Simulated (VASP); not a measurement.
# Al (Fm-3m) in VASP: further runs

One crystal, Al, is run at these levels: PBE; tasks: single point.

All numbers are computed with VASP 6.6.1; they aren't measurements. Logs are shortened: lines on timing, memory, paths and dates and some standing lists are left out, and cuts for length are marked.

### 1 The undisturbed crystal

It takes space group Fm-3m (No. 225, cubic). Conventional cell: a = 4.050 Å, b = 4.050 Å, c = 4.050 Å, α = 90.00°, β = 90.00°, γ = 90.00°. Al (site symmetry m-3m) has 12 Al at 2.86 Å as nearest neighbours.

### 2 Single point, PBE (a relaxed cell with its volume scaled by 0.97)

File INCAR:

```
PREC     = Accurate       # precision mode
ENCUT    = 520            # plane-wave cutoff, eV
EDIFF    = 1E-7           # SCF threshold, eV
ISMEAR   = 0              # smearing method
SIGMA    = 0.1            # smearing width, eV
LREAL    = False          # projectors in reciprocal space
LASPH    = True           # aspherical terms in the spheres
NELM     = 100            # most SCF steps
ALGO     = Normal         # electronic algorithm
ISIF     = 2              # what is computed and relaxed
LWAVE    = False          # write WAVECAR
LCHARG   = False          # write CHGCAR
GGA      = PE             # functional
NBANDS   = 8              # bands
```

File KPOINTS:

```
regular mesh
0
Gamma
  4 4 4
```

File POSCAR:

```
Al                                      
1.0
    0.0000000000      2.0062194833      2.0062194833
    2.0062194833      0.0000000000      2.0062194833
    2.0062194833      2.0062194833      0.0000000000
  Al            
     1
Direct
     0.0000000000000000    0.0000000000000000    0.0000000000000000
```

Potentials or basis: VASP PAW PBE potentials, release 64 (Al).

On the command line:

```sh
$ cat potpaw_PBE.64/Al/POTCAR > POTCAR
$ mpirun -np 1 vasp_std > vasp.out
```

OUTCAR:

```text
PREC = Accurate
   ENCUT = 520
   EDIFF = 1E-7
   ISMEAR = 0
   LREAL = False
   LASPH = True
   NELM = 100
   ISIF = 2
   GGA = PE

 ion  position               nearest neighbor table
   1  0.000  0.000  0.000-

  LATTYP: Found a face centered cubic cell.
 ALAT       =     4.0124389666

  Lattice vectors:

 A1 = (   0.0000000000,   2.0062194833,   2.0062194833)
 A2 = (   2.0062194833,   0.0000000000,   2.0062194833)
 A3 = (   2.0062194833,   2.0062194833,   0.0000000000)

Analysis of symmetry for initial positions (statically):
=====================================================================
 Subroutine PRICEL returns:
 Original cell was already a primitive cell.

 Routine SETGRP: Setting up the symmetry group for a
 face centered cubic supercell.

 Subroutine GETGRP returns: Found 48 space group operations
 (whereof 48 operations were pure point group operations)
 out of a pool of 48 trial point group operations.

The static configuration has the point symmetry O_h .

Analysis of symmetry for dynamics (positions and initial velocities):
=====================================================================
 Subroutine PRICEL returns:
 Original cell was already a primitive cell.

 Routine SETGRP: Setting up the symmetry group for a
 face centered cubic supercell.

 Subroutine GETGRP returns: Found 48 space group operations
 (whereof 48 operations were pure point group operations)
 out of a pool of 48 trial point group operations.

The dynamic configuration has the point symmetry O_h .

 Subroutine INISYM returns: Found 48 space group operations
 (whereof 48 operations are pure point group operations),
 and found     1 'primitive' translations

----------------------------------------------------------------------------------------

                                     Primitive cell

  volume of cell :      16.1497

  direct lattice vectors                    reciprocal lattice vectors
     0.000000000  2.006219483  2.006219483    -0.249224975  0.249224975  0.249224975
     2.006219483  0.000000000  2.006219483     0.249224975 -0.249224975  0.249224975
     2.006219483  2.006219483  0.000000000     0.249224975  0.249224975 -0.249224975

  length of vectors
     2.837222802  2.837222802  2.837222802     0.431670319  0.431670319  0.431670319

  position of ions in fractional coordinates (direct lattice)
     0.000000000  0.000000000  0.000000000

  ion indices of the primitive-cell ions
   primitive index   ion index
                 1           1

----------------------------------------------------------------------------------------

 KPOINTS: regular mesh

Automatic generation of k-mesh.
 Grid dimensions read from file:
 generate k-points for:    4    4    4

 Generating k-lattice:

  Cartesian coordinates                     Fractional coordinates (reciprocal lattice)
    -0.062306244  0.062306244  0.062306244     0.250000000  0.000000000  0.000000000
     0.062306244 -0.062306244  0.062306244     0.000000000  0.250000000  0.000000000
     0.062306244  0.062306244 -0.062306244     0.000000000  0.000000000  0.250000000

  Length of vectors
     0.107917580  0.107917580  0.107917580

  Shift w.r.t. Gamma in fractional coordinates (k-lattice)
     0.000000000  0.000000000  0.000000000

 Subroutine IBZKPT returns following result:
 ===========================================

 Found      8 irreducible k-points:

 Following reciprocal coordinates:
            Coordinates               Weight
  0.000000  0.000000  0.000000      1.000000
  0.250000  0.000000  0.000000      8.000000
  0.500000  0.000000  0.000000      4.000000
  0.250000  0.250000  0.000000      6.000000
  0.500000  0.250000  0.000000     24.000000
 -0.250000  0.250000  0.000000     12.000000
  0.500000  0.500000  0.000000      3.000000
 -0.250000  0.500000  0.250000      6.000000
   k-points           NKPTS =      8   k-points in BZ     NKDIM =      8   number of bands    NBANDS=      8
   number of dos      NEDOS =    301   number of ions     NIONS =      1
   total plane-waves  NPLWV =  13824
   dimension x,y,z NGX =    24 NGY =   24 NGZ =   24
   dimension x,y,z NGXF=    48 NGYF=   48 NGZF=   48
   ions per type =               1
   NGX,Y,Z   is equivalent  to a cutoff of  14.06, 14.06, 14.06 a.u.
   NGXF,Y,Z  is equivalent  to a cutoff of  28.13, 28.13, 28.13 a.u.
 SYSTEM =  unknown system
   PREC   = accura    normal or accurate (medium, high low for compatibility)
   ISTART =      0    job   : 0-new  1-cont  2-samecut
   ICHARG =      2    charge: 1-file 2-atom 10-const
   ISPIN  =      1    spin polarized calculation?
   LNONCOLLINEAR =      F non collinear calculations
   LSORBIT =      F    spin-orbit coupling
   LASPH  =      T    aspherical Exc in radial PAW
   ENCUT  =  520.0 eV  38.22 Ry    6.18 a.u.   5.28  5.28  5.28*2*pi/ulx,y,z
   NELM   =    100;   NELMIN=  2; NELMDL= -5     # of ELM steps
   EDIFF  = 0.1E-06   stopping-criterion for ELM
   LREAL  =      F    real-space projection
   EDIFFG = 0.1E-05   stopping-criterion for IOM
   NSW    =      0    number of steps for IOM
   IBRION =     -1    ionic relax: 0-MD 1-quasi-New 2-CG
   NFREE  =      0    steps in history (QN), initial steepest desc. (CG)
   ISIF   =      2    stress and relaxation
   ISYM   =      2    0-nonsym 1-usesym 2-fastsym
   POTIM  = 0.5000    time-step for ionic-motion
   TEBEG  =    0.0;   TEEND  =   0.0 temperature during run
   PSTRESS=    0.0 pullay stress
   NELECT =       3.0000    total number of electrons
   NUPDOWN=      -1.0000    fix difference up-down
   EMIN   =  10.00;   EMAX   =-10.00  energy-range for DOS
   EFERMI =   0.00;   METHOD = LEGACY
   ISMEAR =     0;   SIGMA  =   0.10  broadening in eV -4-tet -1-fermi 0-gaus
   EFERMI_NEDOS =   21; number of points for ismear=-14 and -15
   IALGO  =     38    algorithm
   IMIX   =      4    mixing-type and parameters
     AMIX     =   0.40;   BMIX     =  1.00
     AMIX_MAG =   1.60;   BMIX_MAG =  1.00
  volume/ion in A,a.u.               =      16.15       108.98
  Fermi-wavevector in a.u.,A,eV,Ry     =   0.934100  1.765193 11.871671  0.872543
  Thomas-Fermi vector in A             =   2.060870
   LORBIT       =      0    0 simple, 1 ext, 2 COOP (PROOUT), +10 PAW based schemes
   GGA     = PE    functional components
   LHFCALC =     F    Hartree Fock is set to
   AEXX    =    0.0000 exact exchange contribution
   IVDW    =     0    specifies the selected vdW correction
   LEPSILON=     F    determine dielectric tensor
   LRPA    =     F    only Hartree local field effects (RPA)
 non-spin polarized calculation
 Gauss-broadening in eV      SIGMA  =   0.10
  energy-cutoff  :      520.00
  volume of cell :       16.15
 maximum number of plane-waves:       444
 NGX is ok and might be reduce to    24
   NGX = 11   NGY = 11   NGZ = 11

 number of electron       3.0000000 magnetization

 Free energy of the ion-electron system (eV)
  ---------------------------------------------------
  ext. energy  EPLUGINS =         0.00000000
  ---------------------------------------------------
  free energy    TOTEN  =        -3.45626838 eV

  energy without entropy =       -3.44056652  energy(sigma->0) =       -3.44841745

 E-fermi :   7.5229     XC(G=0): -10.2707

 val. band max:        7.4642429288   @ k =   0.5000   0.2500   0.0000
 cond. band min:       8.3567869045   @ k =  -0.2500   0.5000   0.2500
 fundamental gap:      0.8925439757
 Fermi energy:         7.5229173732

 k-point     1 :       0.0000    0.0000    0.0000
  band No.  band energies     occupation
      1      -3.0536      2.00000
      2      20.9703      0.00000
      3      20.9703      0.00000
      4      20.9703      0.00000
      5      22.6252      0.00000
      6      22.6252      0.00000
      7      22.6252      0.00000
      8      24.8596      0.00000

 k-point     2 :       0.2500    0.0000    0.0000
  band No.  band energies     occupation
      1      -1.3402      2.00000
      2      11.7138      0.00000
      3      19.2947      0.00000
      4      19.2947      0.00000
      5      22.7900      0.00000
      6      23.1968      0.00000
      7      23.1968      0.00000
      8      27.2472      0.00000

 k-point     3 :       0.5000    0.0000    0.0000
  band No.  band energies     occupation
      1       3.5496      2.00000
      2       3.8230      2.00000
      3      19.7887      0.00000
      4      19.7887      0.00000
      5      19.8731      0.00000
      6      19.8731      0.00000
      7      23.4938      0.00000
      8      23.7970      0.00000

 k-point     4 :       0.2500    0.2500    0.0000
  band No.  band energies     occupation
      1      -0.7738      2.00000
      2      15.7488      0.00000
      3      15.8697      0.00000
      4      15.8697      0.00000
      5      16.5899      0.00000
      6      19.4818      0.00000
      7      29.9602      0.00000
      8      30.5297      0.00000

 k-point     5 :       0.5000    0.2500    0.0000
  band No.  band energies     occupation
      1       3.1193      2.00000
      2       7.4642      1.59334
      3      11.9429      0.00000
      4      15.3941      0.00000
      5      17.0905      0.00000
      6      24.5805      0.00000
      7      27.1725      0.00000
      8      30.1342      0.00000

 k-point     6 :      -0.2500    0.2500    0.0000
  band No.  band energies     occupation
      1       1.4690      2.00000
      2       9.4684      0.00000
      3      11.0481      0.00000
      4      17.8567      0.00000
      5      19.8415      0.00000
      6      25.3953      0.00000
      7      26.1546      0.00000
      8      27.2609      0.00000

 k-point     7 :       0.5000    0.5000    0.0000
  band No.  band energies     occupation
      1       5.2559      2.00000
      2       6.6226      2.00000
      3      13.4967      0.00000
      4      13.9257      0.00000
      5      13.9257      0.00000
      6      17.5019      0.00000
      7      33.9673      0.00000
      8      35.5017      0.00000

 k-point     8 :      -0.2500    0.5000    0.2500
  band No.  band energies     occupation
      1       7.3584      1.97999
      2       7.3584      1.97999
      3       8.3568      0.00000
      4       9.4594      0.00000
      5      24.2511      0.00000
      6      24.2511      0.00000
      7      24.8856      0.00000
      8      26.9034      0.00000

------------------------ aborting loop because EDIFF is reached ----------------------------------------

  FORCE on cell =-STRESS in cart. coord.  units (eV):
  Direction    XX          YY          ZZ          XY          YZ          ZX
  --------------------------------------------------------------------------------------
  -------------------------------------------------------------------------------------
  Total        0.2719557      0.2719557      0.2719557     -0.0000000     -0.0000000      0.0000000
  in kB       26.9800870     26.9800870     26.9800870     -0.0000000     -0.0000000      0.0000000
  external PRESSURE =      26.9800870 kB  Pullay stress =       0.0000000 kB

 VOLUME and BASIS-vectors are now :
 -----------------------------------------------------------------------------
  energy-cutoff  :      520.00
  volume of cell :       16.15
      direct lattice vectors                 reciprocal lattice vectors
     0.000000000  2.006219483  2.006219483    -0.249224975  0.249224975  0.249224975
     2.006219483  0.000000000  2.006219483     0.249224975 -0.249224975  0.249224975
     2.006219483  2.006219483  0.000000000     0.249224975  0.249224975 -0.249224975

 POSITION                                       TOTAL-FORCE (eV/Angst)
 -----------------------------------------------------------------------------------
      0.00000      0.00000      0.00000         0.000000      0.000000      0.000000
 -----------------------------------------------------------------------------------
    total drift:                                0.000000     -0.000000     -0.000000

  FREE ENERGIE OF THE ION-ELECTRON SYSTEM (eV)
  ---------------------------------------------------
  free  energy   TOTEN  =        -3.4562683791 eV

  energy  without entropy=       -3.4405665223  energy(sigma->0) =       -3.44841745
```

It took 1.5 s on 1 thread of Intel Xeon 6975P-C (Granite Rapids), shared host; peak memory 0.12 GiB.

Results:

- Free energy: -3.4563 eV
- Pressure: 2.7 GPa
- Band gap on the k mesh: none (metal or under the smearing width)

Levels at points of the mesh, in eV from the Fermi level:
```
           k point  band 1  band 2  band 3  band 4  band 5  band 6
(0.00, 0.00, 0.00)  -10.58   13.45   13.45   13.45   15.10   15.10
(0.50, 0.00, 0.00)   -3.97   -3.70   12.27   12.27   12.35   12.35
(0.50, 0.50, 0.00)   -2.27   -0.90    5.97    6.40    6.40    9.98
```

Caveat: the k mesh is coarse (spacing up to 0.68 Å⁻¹), so the values aren't converged.

(Part 1 of 2 ends here.)
